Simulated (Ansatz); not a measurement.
CuO: converged, but where?

The cell (4 atoms) is CuO as a measured crystal structure (space group C2/c). Source: COD entry 1526990; it may be a high-temperature, high-pressure or metastable form.

These are results of DFT, PBE+U, PAW, plane waves, scalar-relativistic in Ansatz development build ahead of 0.2.0, not measurements.

```yaml
crystal:
  lattice:
    - [2.3415, -1.71015, 0.0]
    - [2.3415, 1.71015, 0.0]
    - [-0.86404, 0.0, 5.05113]
  atoms:
    - { symbol: O, position: [0.583, 0.417, 0.25] }
    - { symbol: O, position: [0.417, 0.583, 0.75] }
    - { symbol: Cu, position: [0.0, 0.5, 0.0], spin: 1.4 }
    - { symbol: Cu, position: [0.5, 0.0, 0.5], spin: -1.4 }
  symmetry: { detect: false, time_reversal: true }
magnetization:
  spin_polarized: true
hamiltonian:
  xc: pbe
  pseudopotentials: { kind: paw }
  hubbard:
    sites:
      - { site: 2, l: d, u_eff: 4.0, starting_ns: [{ spin: up, occupation_matrix: s2up }, { spin: down, occupation_matrix: s2down }] }
      - { site: 3, l: d, u_eff: 4.0, starting_ns: [{ spin: up, occupation_matrix: s3up }, { spin: down, occupation_matrix: s3down }] }
    occupation_matrices:
      s2up:
        matrix:
          - [0.999999, 0.0, 0.0, 0.0, 0.0]
          - [0.0, 0.999999, 0.0, 0.0, 0.0]
          - [0.0, 0.0, 0.999999, 0.0, 0.0]
          - [0.0, 0.0, 0.0, 0.999999, 0.0]
          - [0.0, 0.0, 0.0, 0.0, 0.999999]
      s2down:
        matrix:
          - [0.885858, -0.198305, -0.143364, -0.175029, 0.102951]
          - [-0.198305, 0.655467, -0.249078, -0.304091, 0.178864]
          - [-0.143364, -0.249078, 0.819929, -0.219842, 0.129309]
          - [-0.175029, -0.304091, -0.219842, 0.731601, 0.15787]
          - [0.102951, 0.178864, 0.129309, 0.15787, 0.907141]
      s3down:
        matrix:
          - [0.999999, 0.0, 0.0, 0.0, 0.0]
          - [0.0, 0.999999, 0.0, 0.0, 0.0]
          - [0.0, 0.0, 0.999999, 0.0, 0.0]
          - [0.0, 0.0, 0.0, 0.999999, 0.0]
          - [0.0, 0.0, 0.0, 0.0, 0.999999]
      s3up:
        matrix:
          - [0.301729, 0.415015, 0.176332, 0.085115, -0.010607]
          - [0.415015, 0.753335, -0.104803, -0.050588, 0.006304]
          - [0.176332, -0.104803, 0.95547, -0.021494, 0.002678]
          - [0.085115, -0.050588, -0.021494, 0.989624, 0.001293]
          - [-0.010607, 0.006304, 0.002678, 0.001293, 0.999838]
basis:
  ecutwfc: 420
kpoints:
  mp_grid: { grid: [7, 7, 4] }
scf:
  occupations: { method: fermi_dirac, width: 0.1 }
  lower_state_search: "off"
  max_iter: 200
output:
  forces: true
  stress: true
```

Time: 27 s on 2 threads of Arm Neoverse V2 (shared host), peak memory 0.5 GiB.

The end of the output:

```
SCF converged after 22 iterations
Magnetization: 0.0000 μB (25.0000 up, 25.0000 down)
Absolute magnetization: 1.4041 μB (∫|ρ↑−ρ↓|, with the PAW one-centre terms)
Spin contamination: 0.7705 ħ² per cell (⟨S²⟩ above its minimum at these occupations)
Per-site moments (μB) at R_I (Å): [(-2.8440e-6, 0.8044), (-2.8479e-6, 0.8044), (0.5274, 0.8044), (-0.5274, 0.8044)]
Free energy (F): -14380.842591 eV
Harris-Foulkes:  -14380.842591 eV  (|F-HF|=1.40e-9)
Internal energy: -14380.834162 eV  (E = F + TS)
E sigma→0 (E₀):  -14380.838376 eV
Entropy (-TS):   -0.008429 eV (-2.107 meV/atom)
Fermi energy:    11.984580 eV
--- Specified on-site occupations, and those of the state reported ---
  electrons in the specified blocks: 18.0000 specified, 18.7781 found
  site 2 (l=d) ↓: largest change of an orbital's occupation 0.9516; electrons 4.0000 specified, 4.4466 found; spectral distance 0.4745
  site 3 (l=d) ↑: largest change of an orbital's occupation 0.8899; electrons 4.0000 specified, 4.4466 found; spectral distance 0.4745
  site 2 (l=d) ↑: largest change of an orbital's occupation 0.0237; electrons 5.0000 specified, 4.9424 found; spectral distance 0.0328
  site 3 (l=d) ↓: largest change of an orbital's occupation 0.0237; electrons 5.0000 specified, 4.9424 found; spectral distance 0.0328
--- Forces (eV/Å), atoms counted from 1 ---
  atom   1  O      0.00002435     0.04609624    -0.00002141
  atom   2  O     -0.00002435    -0.04609692     0.00002141
  atom   3  Cu     0.00000020     0.00000024    -0.00000168
  atom   4  Cu    -0.00000020     0.00000025     0.00000168
--- Stress (GPa, compression-positive) ---
        7.332906       0.000094      -0.880338
        0.000121       7.720408      -0.000074
       -0.880260       0.000012       8.566854
  P = ⅓ Tr σ = 7.8734 GPa (78.734 kbar)
```

The mesh is too coarse to rank close states of a metal with certainty: differences of some tens of meV/atom may change, at times in sign.

A small moment in a metal is sensitive to the mesh and the smearing. A static U favours moments and orbital order; the result depends on U and need not be the measured state.

Site moments are taken inside atomic spheres and don't add up to the total.

Eigenvalues of the Hubbard occupation matrices: Cu3 up 0.98 0.98 0.99 1.00 1.00, down 0.47 0.98 1.00 1.00 1.00; Cu4 up 0.47 0.98 1.00 1.00 1.00, down 0.98 0.98 0.99 1.00 1.00.

Question: Would you trust this as the ground state? If a lower solution is known, describe it.

Answer: As far as the runs go, yes: it is the lowest of 3 states reached by 15 converged runs, and the next lies 34.4 meV/atom higher (ferromagnetic, site moments O1 0.29, O2 0.29, Cu3 0.57, Cu4 0.57 μB, total 1.77 μB per cell, no gap on the k-mesh). The typed fillings weren't kept. That doesn't prove a ground state. Only collinear orders within this cell were tried; the true ground state may need a larger cell.
